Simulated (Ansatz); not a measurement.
# Ag: equation of state with PBEsol+D4

Crystal: Ag.

```
Ag
1.0
     0.00000    2.04275    2.04275
     2.04275    0.00000    2.04275
     2.04275    2.04275    0.00000
Ag
1
Direct
  0.00000 0.00000 0.00000
```

| Item | Value |
| --- | --- |
| Program | Ansatz 0.2.0 |
| Task | equation of state |
| Functional | PBEsol |
| Dispersion | D4 |
| Potentials or basis | Ansatz PAW |
| Cutoff | 420 eV |
| Density cutoff | 1680 eV |
| k mesh | 8 × 8 × 8 |
| Occupations | methfessel-paxton, width 0.1 eV |
| Spin | spin-orbit coupling, no magnetisation |

```json
{"Equilibrium volume": "16.32 Å³/atom", "Bulk modulus": "131 GPa", "Pressure derivative of the bulk modulus": "5.6"}
```

Energy against volume, from the lowest point:
```tsv
volume (Å³/atom)	energy (meV/atom)
16.025	2.19
16.366	0.00
16.707	3.50
17.048	12.00
17.389	24.81
17.730	41.38
18.071	61.20
```

All runs of the series together: 9.8 s on 2 threads of Arm Neoverse V1, with other jobs on the host.
